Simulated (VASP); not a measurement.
Here is the system:

```yaml
crystal:
  lattice:
    - [0.00000, 2.94855, 2.94855]
    - [2.94855, 0.00000, 2.94855]
    - [2.94855, 2.94855, 0.00000]
  atoms:
    - { symbol: Li, position: [0.00000, 0.00000, 0.00000] }
    - { symbol: I, position: [0.50000, 0.50000, 0.50000] }
```

Level of theory: PBE GGA, VASP's PBE PAW potentials (set 64) (plane waves; VASP 6.6.1). Run with 520 eV cut-off, 8×8×8 Γ-centred mesh, Gaussian smearing of 0.050 eV, potentials Li_sv I.

Problem. Give the stress tensor in GPa (positive for a compressed cell).

Solution. 
```
1.38  0.00  0.00
0.00  1.38  0.00
0.00  0.00  1.38
```
The pressure is its mean diagonal, 1.38 GPa.

The compound is LiI in the rock salt structure. This cell is one point of a volume scan, at 0.94 of the reference volume.
